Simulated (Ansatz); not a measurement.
Ti2C:

```xyz
3
Lattice="1.5407 0.8895 4.8138 -1.5407 0.8895 4.8138 0.0000 -1.7790 4.8138" Properties=species:S:1:pos:R:3 pbc="T T T"
Ti    0.0000    0.0000   10.8960
Ti    0.0000    0.0000    3.5453
C     0.0000    0.0000    7.2207
```

The cell comes from a database or a generator and needn't be the stable form of this composition.

Base run:

| Property | Result |
| --- | --- |
| Program | Ansatz 0.2.0 |
| Functional | PBEsol |
| Potentials or basis | Ansatz PAW |
| Cutoff | 420 eV (not typed: the program's choice for these potentials) |
| k mesh | 10 × 10 × 10 |
| Occupations | fermi-dirac, width 0.05 eV |
| Spin | no spin polarisation |

Its results: band gap on the k mesh none (metal or under the smearing width); pressure -4.6 GPa; largest force 0.188 eV/Å.

Problem. The run is repeated on the same cell with these changes: functional from PBEsol to r2SCAN; cutoff from 420 eV (not typed: the program's choice for these potentials) to 500 eV (not typed: the program's choice for these potentials). What comes out?

Solution. Band gap on the k mesh none (metal or under the smearing width); pressure -0.4 GPa; largest force 0.071 eV/Å.

Caveats: the PAW data sets come from PBE, with cores solved anew for the run's functional, which leaves a small shift of forces and pressure.
